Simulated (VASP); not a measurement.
# Ta (I4/mmm) in VASP: a series of runs

One crystal, Ta, is run at these levels: PBEsol; tasks: single point.

Program: VASP 6.6.1. These are calculated values, not measurements. Logs are shortened: lines on timing, memory, paths and dates and some standing lists are left out, and cuts for length are marked.

### 1 The cell of the first run

The structure is tetragonal, space group I4/mmm (No. 139). Conventional cell: a = 3.402 Å, b = 3.402 Å, c = 3.303 Å, α = 90.00°, β = 90.00°, γ = 90.00°. Ta (site symmetry 4/mmm) has 10 Ta at 2.92 to 3.30 Å as nearest neighbours.

### 2 Single point, PBEsol (strain +0.030 along x and y, +0.000 along z, atoms carried along)

File INCAR:

```
PREC = Accurate
ENCUT = 520
EDIFF = 1E-6
ISMEAR = 0
SIGMA = 0.15
LREAL = False
LASPH = True
NELM = 100
ALGO = Fast
ISIF = 2
LWAVE = False
LCHARG = True
GGA = PS
LELF = True
LVHAR = True
NBANDS = 12
```

File KPOINTS:

```
Automatic mesh
0
Gamma
  20 20 20
```

File POSCAR:

```
Ta
1.0
   -1.7008184000      1.7008184000      1.6512800000
    1.7008184000     -1.7008184000      1.6512800000
    1.7008184000      1.7008184000     -1.6512800000
Ta
1
Direct
    0.0000000000      0.0000000000      0.0000000000
```

Potentials or basis: VASP PAW PBE potentials, release 64 (Ta_pv).

Started as:

```console
cat potpaw_PBE.64/Ta_pv/POTCAR > POTCAR
mpirun -np 1 vasp_std > vasp.out
```

OUTCAR:

```text
PREC = Accurate
   ENCUT = 520
   EDIFF = 1E-6
   ISMEAR = 0
   LREAL = False
   LASPH = True
   NELM = 100
   ISIF = 2
   GGA = PS

 ion  position               nearest neighbor table
   1  0.000  0.000  0.000-

  LATTYP: Found a body centered tetragonal cell.
 ALAT       =     3.4016368000
 C/A-ratio  =     0.9708737864

  Lattice vectors:

 A1 = (  -1.7008184000,   1.7008184000,   1.6512800000)
 A2 = (   1.7008184000,  -1.7008184000,   1.6512800000)
 A3 = (   1.7008184000,   1.7008184000,  -1.6512800000)

Analysis of symmetry for initial positions (statically):
=====================================================================
 Subroutine PRICEL returns:
 Original cell was already a primitive cell.

 Routine SETGRP: Setting up the symmetry group for a
 body centered tetragonal supercell.

 Subroutine GETGRP returns: Found 16 space group operations
 (whereof 16 operations were pure point group operations)
 out of a pool of 16 trial point group operations.

The static configuration has the point symmetry D_4h.

Analysis of symmetry for dynamics (positions and initial velocities):
=====================================================================
 Subroutine PRICEL returns:
 Original cell was already a primitive cell.

 Routine SETGRP: Setting up the symmetry group for a
 body centered tetragonal supercell.

 Subroutine GETGRP returns: Found 16 space group operations
 (whereof 16 operations were pure point group operations)
 out of a pool of 16 trial point group operations.

The dynamic configuration has the point symmetry D_4h.

 Subroutine INISYM returns: Found 16 space group operations
 (whereof 16 operations are pure point group operations),
 and found     1 'primitive' translations

----------------------------------------------------------------------------------------

                                     Primitive cell

  volume of cell :      19.1072

  direct lattice vectors                    reciprocal lattice vectors
    -1.700818400  1.700818400  1.651280000     0.000000000  0.293976123  0.302795407
     1.700818400 -1.700818400  1.651280000     0.293976123  0.000000000  0.302795407
     1.700818400  1.700818400 -1.651280000     0.293976123  0.293976123  0.000000000

  length of vectors
     2.917583263  2.917583263  2.917583263     0.422027274  0.422027274  0.415745021

  position of ions in fractional coordinates (direct lattice)
     0.000000000  0.000000000  0.000000000

  ion indices of the primitive-cell ions
   primitive index   ion index
                 1           1

----------------------------------------------------------------------------------------

 KPOINTS: Automatic mesh

Automatic generation of k-mesh.
 Grid dimensions read from file:
 generate k-points for:   20   20   20

 Generating k-lattice:

  Cartesian coordinates                     Fractional coordinates (reciprocal lattice)
     0.000000000  0.014698806  0.015139770     0.050000000  0.000000000  0.000000000
     0.014698806  0.000000000  0.015139770     0.000000000  0.050000000  0.000000000
     0.014698806  0.014698806  0.000000000     0.000000000  0.000000000  0.050000000

  Length of vectors
     0.021101364  0.021101364  0.020787251

  Shift w.r.t. Gamma in fractional coordinates (k-lattice)
     0.000000000  0.000000000  0.000000000

 Subroutine IBZKPT returns following result:
 ===========================================

 Found    641 irreducible k-points:

 Following reciprocal coordinates:
            Coordinates               Weight
  0.000000  0.000000  0.000000      1.000000
  0.050000  0.000000 -0.000000      8.000000
  0.100000  0.000000 -0.000000      8.000000
  0.150000  0.000000 -0.000000      8.000000
  0.200000  0.000000 -0.000000      8.000000
  0.250000  0.000000 -0.000000      8.000000
[... 16 lines left out ...]
 -0.400000  0.050000  0.000000     16.000000
 -0.350000  0.050000  0.000000     16.000000
 [... further k-points ...]
   k-points           NKPTS =    641   k-points in BZ     NKDIM =    641   number of bands    NBANDS=     12
   number of dos      NEDOS =    301   number of ions     NIONS =      1
   total plane-waves  NPLWV =  13824
   dimension x,y,z NGX =    24 NGY =   24 NGZ =   24
   dimension x,y,z NGXF=    48 NGYF=   48 NGZF=   48
   ions per type =               1
   NGX,Y,Z   is equivalent  to a cutoff of  13.68, 13.68, 13.68 a.u.
   NGXF,Y,Z  is equivalent  to a cutoff of  27.35, 27.35, 27.35 a.u.
 SYSTEM =  unknown system
   PREC   = accura    normal or accurate (medium, high low for compatibility)
   ISTART =      0    job   : 0-new  1-cont  2-samecut
   ICHARG =      2    charge: 1-file 2-atom 10-const
   ISPIN  =      1    spin polarized calculation?
   LNONCOLLINEAR =      F non collinear calculations
   LSORBIT =      F    spin-orbit coupling
   LASPH  =      T    aspherical Exc in radial PAW
   ENCUT  =  520.0 eV  38.22 Ry    6.18 a.u.   5.42  5.42  5.42*2*pi/ulx,y,z
   NELM   =    100;   NELMIN=  2; NELMDL= -5     # of ELM steps
   EDIFF  = 0.1E-05   stopping-criterion for ELM
   LREAL  =      F    real-space projection
   EDIFFG = 0.1E-04   stopping-criterion for IOM
   NSW    =      0    number of steps for IOM
   IBRION =     -1    ionic relax: 0-MD 1-quasi-New 2-CG
   NFREE  =      0    steps in history (QN), initial steepest desc. (CG)
   ISIF   =      2    stress and relaxation
   ISYM   =      2    0-nonsym 1-usesym 2-fastsym
   POTIM  = 0.5000    time-step for ionic-motion
   TEBEG  =    0.0;   TEEND  =   0.0 temperature during run
   PSTRESS=    0.0 pullay stress
   NELECT =      11.0000    total number of electrons
   NUPDOWN=      -1.0000    fix difference up-down
   EMIN   =  10.00;   EMAX   =-10.00  energy-range for DOS
   EFERMI =   0.00;   METHOD = LEGACY
   ISMEAR =     0;   SIGMA  =   0.15  broadening in eV -4-tet -1-fermi 0-gaus
   EFERMI_NEDOS =   21; number of points for ismear=-14 and -15
   IALGO  =     68    algorithm
   IMIX   =      4    mixing-type and parameters
     AMIX     =   0.40;   BMIX     =  1.00
     AMIX_MAG =   1.60;   BMIX_MAG =  1.00
  volume/ion in A,a.u.               =      19.11       128.94
  Fermi-wavevector in a.u.,A,eV,Ry     =   1.361884  2.573588 25.235115  1.854729
  Thomas-Fermi vector in A             =   2.488422
   LORBIT       =      0    0 simple, 1 ext, 2 COOP (PROOUT), +10 PAW based schemes
   GGA     = PS    functional components
   LHFCALC =     F    Hartree Fock is set to
   AEXX    =    0.0000 exact exchange contribution
   IVDW    =     0    specifies the selected vdW correction
   LEPSILON=     F    determine dielectric tensor
   LRPA    =     F    only Hartree local field effects (RPA)
 non-spin polarized calculation
 RMM-DIIS sequential band-by-band and
 Gauss-broadening in eV      SIGMA  =   0.15
  energy-cutoff  :      520.00
  volume of cell :       19.11
 maximum number of plane-waves:       531
 NGX is ok and might be reduce to    24
   NGX = 11   NGY = 11   NGZ = 11

 number of electron      10.9999999 magnetization

 Free energy of the ion-electron system (eV)
  ---------------------------------------------------
  ext. energy  EPLUGINS =         0.00000000
  ---------------------------------------------------
  free energy    TOTEN  =       -12.49007948 eV

  energy without entropy =      -12.47443883  energy(sigma->0) =      -12.48225915

 E-fermi :   4.8571     XC(G=0): -12.4291

 val. band max:        4.8562145460   @ k =  -0.0500  -0.3500   0.0500
 cond. band min:       4.8572904633   @ k =   0.1000   0.0500   0.0500
 fundamental gap:      0.0010759173
 Fermi energy:         4.8571228099

 k-point     1 :       0.0000    0.0000    0.0000
  band No.  band energies     occupation
      1     -28.4096      2.00000
      2     -28.4096      2.00000
      3     -28.4021      2.00000
      4      -2.8413      2.00000
      5       5.3418      0.00000
      6       5.6957      0.00000
      7       5.6957      0.00000
      8       8.3825      0.00000
      9       8.8646      0.00000
     10      19.4549      0.00000
     11      19.4549      0.00000
     12      19.9783      0.00000

 k-point     2 :       0.0500    0.0000   -0.0000
  band No.  band energies     occupation
      1     -28.4319      2.00000
      2     -28.4178      2.00000
      3     -28.4058      2.00000
      4      -2.7355      2.00000
      5       5.3431      0.00000
      6       5.6735      0.00000
      7       5.7265      0.00000
      8       8.3598      0.00000
      9       8.7813      0.00000
     10      19.6319      0.00000
     11      19.6432      0.00000
     12      20.1596      0.00000

 k-point     3 :       0.1000    0.0000   -0.0000
  band No.  band energies     occupation
      1     -28.5050      2.00000
      2     -28.4414      2.00000
      3     -28.4071      2.00000
      4      -2.4259      2.00000
      5       5.2188      0.00065
      6       5.5863      0.00000
      7       5.9586      0.00000
      8       8.2647      0.00000
      9       8.6454      0.00000
     10      19.9814      0.00000
     11      20.1927      0.00000
     12      20.7374      0.00000
[... 286 lines left out ...]
 k-point    23 :      -0.4000    0.0500    0.0000
  band No.  band energies     occupation
      1     -29.2361      2.00000
      2     -28.6921      2.00000
      3     -28.4264      2.00000
      4       0.6369      2.00000
      5       3.6224      2.00000
      6       5.0746      0.04036
      7       8.5919      0.00000
      8       9.2275      0.00000
      9      10.5973      0.00000
     10      17.0909      0.00000
     11      17.9874      0.00000
     12      19.3236      0.00000

 k-point    24 :      -0.3500    0.0500    0.0000
  band No.  band energies     occupation
      1     -29.1223      2.00000
      2     -28.6501      2.00000
      3     -28.4241      2.00000
      4       0.3039      2.00000
      5       3.8517      2.00000
      6       4.7217      1.79816
      7       8.4174      0.00000
      8       9.0426      0.00000
      9       9.5635      0.00000
     10      18.0580      0.00000
     11      19.1460      0.00000
     12      19.4105      0.00000

 [... further k-points ...]

------------------------ aborting loop because EDIFF is reached ----------------------------------------

  FORCE on cell =-STRESS in cart. coord.  units (eV):
  Direction    XX          YY          ZZ          XY          YZ          ZX
  --------------------------------------------------------------------------------------
  -------------------------------------------------------------------------------------
  Total       -1.7650891     -1.7650891     -1.4384745      0.0000000      0.0000000      0.0000000
  in kB     -148.0064387   -148.0064387   -120.6191178      0.0000000      0.0000000      0.0000000
  external PRESSURE =    -138.8773317 kB  Pullay stress =       0.0000000 kB

 VOLUME and BASIS-vectors are now :
 -----------------------------------------------------------------------------
  energy-cutoff  :      520.00
  volume of cell :       19.11
      direct lattice vectors                 reciprocal lattice vectors
    -1.700818400  1.700818400  1.651280000     0.000000000  0.293976123  0.302795407
     1.700818400 -1.700818400  1.651280000     0.293976123  0.000000000  0.302795407
     1.700818400  1.700818400 -1.651280000     0.293976123  0.293976123  0.000000000

 POSITION                                       TOTAL-FORCE (eV/Angst)
 -----------------------------------------------------------------------------------
      0.00000      0.00000      0.00000         0.000000      0.000000     -0.000000
 -----------------------------------------------------------------------------------
    total drift:                                0.000000      0.000000      0.000000

  FREE ENERGIE OF THE ION-ELECTRON SYSTEM (eV)
  ---------------------------------------------------
  free  energy   TOTEN  =       -12.4900794773 eV

  energy  without entropy=      -12.4744388278  energy(sigma->0) =      -12.48225915
```

Wall time 42 s (1 thread of Intel Xeon 6975P-C (Granite Rapids), shared host); peak memory 0.26 GiB.

What came out:

```yaml
Free_energy: -12.4901 eV
Pressure: -13.9 GPa
Band_gap_on_the_k_mesh: none (metal or under the smearing width)
```

Stress tensor (GPa, compression positive):
```
-14.80   0.00   0.00
  0.00 -14.80   0.00
  0.00   0.00 -12.06
```

Caveat: the PAW data sets were made with another functional, which shifts forces and pressure a little. The run has no spin-orbit coupling, so splittings on Ta are missing.

### 3 Single point, PBEsol (strain -0.030 along x and y, +0.000 along z, atoms carried along)

File INCAR:

```
PREC = Accurate
ENCUT = 520
EDIFF = 1E-6
ISMEAR = 0
SIGMA = 0.15
LREAL = F
LASPH = T
NELM = 100
ALGO = Fast
ISIF = 2
LWAVE = F
LCHARG = F
GGA = PS
NBANDS = 12
```

KPOINTS is that of step 2.

File POSCAR:

```
Ta
1.0
   -1.6017416000      1.6017416000      1.6512800000
    1.6017416000     -1.6017416000      1.6512800000
    1.6017416000      1.6017416000     -1.6512800000
Ta
1
Direct
    0.0000000000      0.0000000000      0.0000000000
```

Potentials or basis: VASP PAW PBE potentials, release 64 (Ta_pv).

Started as:

```console
cat potpaw_PBE.64/Ta_pv/POTCAR > POTCAR
mpirun -np 1 vasp_std > vasp.out
```

Wall time 38 s (1 thread of Intel Xeon 6975P-C (Granite Rapids), shared host); peak memory 0.24 GiB.

The run converged. Its results:

```yaml
Free_energy: -12.5317 eV
Pressure: 9.9 GPa
Band_gap_on_the_k_mesh: none (metal or under the smearing width)
```

Stress tensor (GPa, compression positive):
```
11.27  0.00  0.00
 0.00 11.27  0.00
 0.00  0.00  7.11
```

Levels at points of the mesh, in eV from the Fermi level:
```csv
k point,band 2,band 3,band 4,band 5,band 6,band 7,band 8,band 9
"(0.00, 0.00, 0.00)",-32.77,-32.77,-8.15,0.60,0.60,1.01,3.92,4.49
"(0.50, 0.00, 0.00)",-33.21,-32.77,-4.66,-1.59,1.85,3.88,5.23,8.39
"(0.50, 0.50, 0.00)",-33.26,-32.80,-4.66,-2.01,2.09,4.52,5.44,8.50
"(0.50, 0.50, 0.50)",-33.73,-33.73,-4.23,-4.13,7.28,7.42,7.42,8.73
```

Caveat: the PAW data sets were made with another functional, which shifts forces and pressure a little.
